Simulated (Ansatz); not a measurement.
Crystal: BP.

```
CELL_PARAMETERS angstrom
0.00000 2.26900 2.26900
2.26900 0.00000 2.26900
2.26900 2.26900 0.00000
ATOMIC_POSITIONS crystal
P 0.75000 0.75000 0.75000
B 0.00000 0.00000 0.00000
```

Program: Ansatz 0.2.0. Alike in all runs: task band structure; no spin polarisation; cell as given; smearing fermi-dirac 0.05 eV.

**Question.** Order these runs on this cell by their band gap on the k mesh, lowest first.
A. level r2SCAN-EpsX; potentials or basis Ansatz PAW; k mesh 6 × 6 × 6; cutoff (eV) 500; points for each segment of the path 4
B. level PBEsol; potentials or basis PseudoDojo standard (PBEsol files); k mesh 10 × 10 × 10; cutoff (eV) 1034; points for each segment of the path 14
C. level exchange-only PBE; potentials or basis Ansatz PAW; k mesh 10 × 10 × 10; cutoff (eV) 420; points for each segment of the path 14

**Answer.** B (1.14 eV), C (1.52 eV), A (2.11 eV).

Caveats: the k mesh misses the band edges, so the gap on the mesh is wider than the one along the path (some runs).
